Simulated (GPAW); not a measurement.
Here is a GPAW 26.7.0 calculation.

The input run.py:

```python
import numpy as np
from ase.dft.bandgap import bandgap
from ase.io import read, write
from ase.units import GPa
from gpaw import GPAW, PW, setup_paths
from gpaw.spinorbit import soc_eigenstates

setup_paths.insert(0, '.')

atoms = read('InAs.xyz')

calc = GPAW(mode=PW(600),
            xc='GGA_X_B88+GGA_C_P86',
            kpts={'size': (6, 6, 6), 'gamma': True},
            occupations={'name': 'fermi-dirac', 'width': 0.05},
            nbands=18,
            convergence={'density': 1e-05, 'energy': 1e-05},
            maxiter=150,
            txt='gpaw.txt')
atoms.calc = calc
energy = atoms.get_potential_energy()
forces = atoms.get_forces()
stress = atoms.get_stress()
calc.write('gs.gpw')
write('result.traj', atoms)
print(f'Energy: {energy:.6f} eV')
print('Forces (eV/A):')
print(forces.round(4))
print('Stress (GPa):', (stress / GPa).round(3))
print('Fermi level:', round(calc.get_fermi_level(), 4), 'eV')
print(f'Gap: {bandgap(calc)[0]:.4f} eV, direct: {bandgap(calc, direct=True)[0]:.4f} eV')

path = atoms.cell.bandpath('GXWKGLUWLK,UX', npoints=60, eps=1e-4)
bs_calc = calc.fixed_density(kpts=path, symmetry='off', nbands=30,
                             convergence={'bands': 'CBM+6.0', 'eigenstates': 1e-6}, txt='bands.txt')
bs = bs_calc.band_structure()
bs.write('bs.json')
print(f'Gap on the path: {bandgap(bs_calc)[0]:.4f} eV')

soc = soc_eigenstates(bs_calc, theta=54.7, phi=45)
np.savetxt('soc_bands.dat', soc.eigenvalues(), fmt='%.4f')
mesh = soc_eigenstates('gs.gpw', theta=54.7, phi=45)
np.savetxt('soc_mesh.dat', mesh.eigenvalues(), fmt='%.4f')
print('Fermi level with spin-orbit coupling:', round(mesh.fermi_level, 4), 'eV')
```

InAs.xyz

```xyz
2
Lattice="0.0000000000 3.0180000000 3.0180000000 3.0180000000 0.0000000000 3.0180000000 3.0180000000 3.0180000000 0.0000000000" Properties=species:S:1:pos:R:3 pbc="T T T"
In     0.0000000000      0.0000000000      0.0000000000
As     4.5270000000      4.5270000000      4.5270000000
```

Potentials or basis: PAW data sets generated in the run's folder for this functional, pw.

Run with:

```sh
$ gpaw-setup -f GGA_X_B88+GGA_C_P86 As In
$ OMP_NUM_THREADS=1 python run.py
```

(1) Estimate the pressure.

(2) Predict the band gap along the path.

Results:

(1) 4.3 GPa.

(2) none (metal or under the smearing width).

Caveat: spin-orbit coupling was added after a scalar SCF, so levels and gaps hold it while energy, forces, pressure and moments don't; this program's spin-orbit splittings come out too wide for heavy elements; this crystal is a semiconductor, whose small gap the functional closes, so the metal is an error of the method.

**Experimental background.**

From a printed reference work, data compilation, for a bulk crystal of InAs at 4.2 K: band gap 0.418 eV (direct).

Against the measured gap of InAs, 0.418 eV (direct; 4.2 K; a printed reference work, data compilation), the calculated 0.00 eV is off by -0.42 eV. The value is that of BP86, without temperature or zero-point motion.
